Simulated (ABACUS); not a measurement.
The system is AlCu3.

```
Cu Al
1.0
     0.00000    2.88801    2.88801
     2.88801    0.00000    2.88801
     2.88801    2.88801    0.00000
Cu Al
3 1
Cartesian
  4.3320 4.3320 4.3320
  1.4440 1.4440 1.4440
  2.8880 2.8880 2.8880
  0.0000 0.0000 0.0000
```

The cell comes from a database or a generator and needn't be the stable form of this composition.

| Quantity | Value |
| --- | --- |
| Program | ABACUS 3.10.1 |
| Task | single point |
| Functional | PBEsol |
| Potentials or basis | PseudoDojo NC SR 0.4.1 PBEsol standard |
| Cutoff | 1252 eV |
| Density cutoff | 5007 eV |
| Basis | plane waves |
| k mesh | 8 × 8 × 8 |
| Occupations | fermi-dirac, width 0.05 eV |
| Spin | no spin polarisation |

On this cell: pressure -1.0 GPa; largest force zero by symmetry; band gap on the k mesh none (metal or under the smearing width).

The same run follows on a disturbed copy (atoms moved at random, drawn with an rms of 0.05 Å):

```xyz
4
Lattice="0.0000 2.8880 2.8880 2.8880 0.0000 2.8880 2.8880 2.8880 0.0000" Properties=species:S:1:pos:R:3 pbc="T T T"
Cu    4.3308    4.3475    4.3570
Cu    1.4680    1.4642    1.4803
Cu    2.9144    2.8889    2.8525
Al   -0.0271    0.0022   -0.0629
```

Problem. What does the disturbed cell give?

Solution. The energy (extrapolated to zero smearing) moves by +12.8 meV/atom; pressure -0.4 GPa; largest force 0.705 eV/Å; band gap on the k mesh none (metal or under the smearing width).

Forces on the atoms (eV/Å):
```
Cu  -0.011 -0.135 -0.477
Cu  -0.165 -0.058 -0.528
Cu  -0.114  0.118  0.367
Al   0.290  0.075  0.638
```

Stress tensor (GPa, compression positive):
```
-0.27  0.02  0.17
 0.02 -0.29  0.17
 0.17  0.17 -0.72
```
